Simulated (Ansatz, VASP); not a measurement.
## Two plane-wave programs on GaAs

```xyz
2
Lattice="0.0000 2.8017 2.8017 2.8017 0.0000 2.8017 2.8017 2.8017 0.0000" Properties=species:S:1:pos:R:3 pbc="T T T"
Ga    0.0000    0.0000    0.0000
As    1.4008    1.4008    1.4008
```

Alike in both runs: functional LDA; k mesh 12 × 12 × 12; occupations gaussian, width 0.02 eV; no spin polarisation.

Ansatz relaxed the structure, and its values are those at the end. VASP's run is a single point on that final structure, the one shown.

|  | VASP | Ansatz |
| --- | --- | --- |
| version | VASP 6.6.1 | Ansatz 0.2.0 |
| potentials or method | VASP PAW LDA potentials, release 64 (Ga_d, As) | scalar-relativistic, plane waves, PAW |
| plane-wave cutoff (eV) | 520 | 420 |
| valence electrons in the cell | 18 | 28 |

|  | VASP | Ansatz | Ansatz less VASP |
| --- | --- | --- | --- |
| gap on the k mesh at the Fermi level (eV) | 0.54 | 0.49 | -0.049 |
| least direct gap on the mesh (eV) | 0.54 | 0.49 | -0.049 |
| pressure (GPa) | 0.3 | 0.0 | -0.32 |

The two sets of potentials don't hold the same shells in valence.

A k mesh can miss the band edges.
